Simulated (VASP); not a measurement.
A run of VASP 6.6.1 is set up as follows.

POSCAR

```
MgS                                     
1.0
    0.0000000000      2.6116204705      2.6116204705
    2.6116204705      0.0000000000      2.6116204705
    2.6116204705      2.6116204705     -0.0000000000
  Mg              S             
     1     1
Direct
     0.0000000000000000    0.0000000000000000    0.0000000000000000
     0.5000000000000000    0.5000000000000000    0.5000000000000000
```

INCAR.step1

```
PREC     = Accurate       # precision mode
ENCUT    = 400            # plane-wave cutoff, eV
EDIFF    = 1E-8           # SCF threshold, eV
ISMEAR   = 0              # smearing method
SIGMA    = 0.01           # smearing width, eV
LREAL    = F              # projectors in reciprocal space
LASPH    = T              # aspherical terms in the spheres
NELM     = 80             # most SCF steps
ALGO     = Normal         # electronic algorithm
LWAVE    = T              # write WAVECAR
LCHARG   = F              # write CHGCAR
GGA      = PE             # functional
KPAR     = 4
```

The input INCAR.step2:

```
PREC     = Accurate       # precision mode
ENCUT    = 400            # plane-wave cutoff, eV
EDIFF    = 1E-8           # SCF threshold, eV
ISMEAR   = 0              # smearing method
SIGMA    = 0.01           # smearing width, eV
LREAL    = F              # projectors in reciprocal space
LASPH    = T              # aspherical terms in the spheres
NELM     = 1              # most SCF steps
ALGO     = Exact          # electronic algorithm
LWAVE    = T              # write WAVECAR
LCHARG   = F              # write CHGCAR
GGA      = PE             # functional
NBANDS   = 149            # bands
LOPTICS  = T              # frequency-dependent dielectric function
ISTART   = 1            
KPAR     = 4
```

File INCAR.step3:

```
PREC     = Accurate       # precision mode
ENCUT    = 400            # plane-wave cutoff, eV
EDIFF    = 1E-8           # SCF threshold, eV
ISMEAR   = 0              # smearing method
SIGMA    = 0.01           # smearing width, eV
LREAL    = F              # projectors in reciprocal space
LASPH    = T              # aspherical terms in the spheres
ALGO     = EVGW0          # electronic algorithm
LWAVE    = F              # write WAVECAR
LCHARG   = F              # write CHGCAR
GGA      = PE             # functional
NELMGW   = 1            
NBANDS   = 149            # bands
ENCUTGW  = 150            # cutoff of the response function
NOMEGA   = 60             # frequency points
PRECFOCK = Fast         
ISTART   = 1            
NBANDSGW = 12           
KPAR     = 4
```

KPOINTS

```
Automatic mesh
0
Gamma
  6 6 6
```

Potentials or basis: VASP PAW PBE potentials, release 64 (Mg_GW, S_GW).

Launch:

```console
$ cat potpaw_PBE.64/Mg_GW/POTCAR potpaw_PBE.64/S_GW/POTCAR > POTCAR
$ cp INCAR.step1 INCAR
$ mpirun -np 4 vasp_std > vasp.out
$ cp INCAR.step2 INCAR
$ mpirun -np 4 vasp_std > vasp.out
$ cp INCAR.step3 INCAR
$ mpirun -np 4 vasp_std > vasp.out
```

Q: Estimate the quasiparticle gap.

A: 4.28 eV.

Q: Estimate the least direct quasiparticle gap.

A: 5.11 eV.

Q: What does it give for the band gap on the k mesh, mean-field level?

A: 2.74 eV, indirect (least direct gap 3.62 eV).

Caveat: bands, screening cutoff and mesh are small and nothing is extrapolated, so the quasiparticle values aren't converged. A k mesh can miss the band edges.
